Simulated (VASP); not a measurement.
A run of VASP 6.6.1:

Contents of INCAR:

```
PREC = Accurate
ENCUT = 600
EDIFF = 1E-7
ISMEAR = 0
SIGMA = 0.03
LREAL = F
LASPH = T
NELM = 80
ALGO = Normal
ISIF = 2
LWAVE = F
LCHARG = F
GGA = CA
IBRION = 2
NSW = 40
EDIFFG = -0.01
```

The input KPOINTS:

```
regular mesh
0
Gamma
  14 14 14
```

POSCAR

```
C                                       
1.0
    0.0000000000      1.7786642398      1.7786642398
    1.7786642398      0.0000000000      1.7786642398
    1.7786642398      1.7786642398      0.0000000000
  C             
     2
Direct
     0.0000000000000000    0.0000000000000000    0.0000000000000000
     0.2500000000000000    0.2500000000000000    0.2500000000000000
```

Potentials or basis: VASP PAW LDA potentials, release 64 (C).

Command:

```bash
$ cat potpaw_LDA.64/C/POTCAR > POTCAR
$ mpirun -np 1 vasp_std > vasp.out
```

Hardware: 1 thread of Intel(R) Xeon(R) Platinum 8488C (Sapphire Rapids), with other jobs on the host.

Question: Estimate the wall time of this run.

Answer: Wall time 5.7 s on 1 thread of Intel(R) Xeon(R) Platinum 8488C (Sapphire Rapids), on a shared host, peak memory 0.12 GiB. Counts: scf iterations 11, k points 104, ion steps 1.
